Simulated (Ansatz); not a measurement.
CsCl:
```
CELL_PARAMETERS angstrom
      4.06865     0.00000     0.00000
      0.00000     4.06865     0.00000
      0.00000     0.00000     4.06865
ATOMIC_POSITIONS crystal
  Cs 0.00000 0.00000 0.00000
  Cl 0.50000 0.50000 0.50000
```

Relaxed with PBEsol. Special points in fractions of this cell's reciprocal vectors: Γ (0.000, 0.000, 0.000); X (0.000, 0.500, 0.000); M (0.500, 0.500, 0.000); R (0.500, 0.500, 0.500).

**Question.** List the band energies nearest the valence-band maximum at these points for plane-wave PAW PBEsol (Ansatz code).

**Answer.** In eV from the valence-band maximum; about four levels below and three above (degenerate sets whole), none deeper than 8.9 eV; points with the same levels are listed once.

| k | below | above |
|---|---|---|
| Γ | -5.75 -5.75 -5.75 0.00 0.00 0.00 | 5.23 5.23 5.24 |
| X | -5.58 -5.58 -1.29 -0.28 -0.28 | 6.33 7.69 8.78 |
| M | -5.48 -0.44 -0.44 -0.09 | 5.85 5.92 7.93 7.93 |
| R | -6.34 -6.34 -6.34 -1.23 -1.23 -1.23 | 8.60 8.60 8.60 |

Space group Pm-3m (CsCl type). The PBEsol relaxation kept the symmetry of its start. Spin–orbit coupling is left out wherever it is not named.

Potentials: the later of the program's two PAW sets.
